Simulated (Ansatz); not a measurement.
Notes on Nb

```
Nb
1.0
     0.00000    2.10639    2.10639
     2.10639    0.00000    2.10639
     2.10639    2.10639    0.00000
Nb
1
Direct
  0.00000 0.00000 0.00000
```

Single point in Ansatz 0.2.0 with PBE, no spin polarisation. Cutoff 420 eV, PAW datasets, 14×14×14 Γ-centred k mesh, fermi-dirac filling (width 0.1 eV).

Question: Is the cell too large or too small?

Answer: The pressure is 0.7 GPa (compression positive), so with the atoms held at these fractions the cell would first expand.

Question: Metal or insulator?

Answer: It is a metal, with about 1.6 states/eV a cell as the mean within 0.25 eV of the Fermi level, mostly Nb d (88 %).

Question: Describe some of the short contacts.

Answer: Nb–Nb at 2.98 Å: least valence density 0.25 e/Å³ and ELF 0.25 there. These are pseudo-fields; inside the PAW spheres they differ from the all-electron ones.

Origin: a known structure type with other elements, at an estimated volume, so it need not be a known compound. Caveats: many states at the Fermi level without spin polarisation, so a magnetic state may lie lower.
